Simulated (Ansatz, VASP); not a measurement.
Given: the input of a run of VASP 6.6.1 on PbS.

INCAR

```
SYSTEM = PbS
  PREC = Accurate
  ENCUT = 520
  EDIFF = 1E-7
  ISMEAR = -1
  SIGMA = 0.05
  LREAL = .FALSE.
  LASPH = .TRUE.
  NELM = 80
  ALGO = Normal
  ISIF = 2
  LWAVE = .FALSE.
  LCHARG = .FALSE.
  GGA = PE
  NBANDS = 17
```

The input KPOINTS:

```
Automatic mesh
0
G
  7 7 7
  0 0 0
```

POSCAR

```
PbS
1.0
    3.6778561224      0.0000000000      0.0000000000
    0.0000000000      3.6778561224      0.0000000000
    0.0000000000      0.0000000000      3.6778561224
Pb S
1 1
Direct
    0.0000000000      0.0000000000      0.0000000000
    0.5000000000      0.5000000000      0.5000000000
```

Potentials or basis: VASP PAW PBE potentials, release 64 (Pb_d, S).

Launch:

```bash
$ cat potpaw_PBE.64/Pb_d/POTCAR potpaw_PBE.64/S/POTCAR > POTCAR
$ mpirun -np 1 vasp_std > vasp.out
```

**Question.** Set up the same calculation for Ansatz 0.2.0. Potentials there: Ansatz PAW.

**Answer.** As run (the cutoff follows the program's own potentials):

The input input.yaml:

```yaml
crystal:
  lattice:
    - [3.6778561224, 0.0, 0.0]
    - [0.0, 3.6778561224, 0.0]
    - [0.0, 0.0, 3.6778561224]
  atoms:
    - { symbol: Pb, position: [0.0, 0.0, 0.0] }
    - { symbol: S, position: [0.5, 0.5, 0.5] }
hamiltonian:
  xc: pbe
  pseudopotentials: { kind: paw }
kpoints:
  mp_grid: { grid: [7, 7, 7] }
scf:
  occupations: { method: fermi_dirac, width: 0.05 }
output:
  forces: true
  stress: true
  eigenvalues: true
```

Potentials or basis: Ansatz PAW.

Launch:

```console
$ ansatz run input.yaml --threads 2 --pin off --max-ram 5120MiB --backend cpu --events-out ev --progress --plain --runs-dir out
```

Both were run:

|  | VASP | Ansatz | Ansatz less VASP |
| --- | --- | --- | --- |
| gap on the k mesh at the Fermi level (eV) | 0.16 | 0.16 | -0.001 |
| least direct gap on the mesh (eV) | 1.37 | 1.38 | +0.003 |
| pressure (GPa) | -1.1 | -1.0 | +0.07 |

Caveats: spin-orbit coupling is left out, which as a rule narrows the gap of such compounds by several tenths of an eV (VASP); an odd mesh through Γ misses points on the zone boundary, where band edges often lie (VASP).
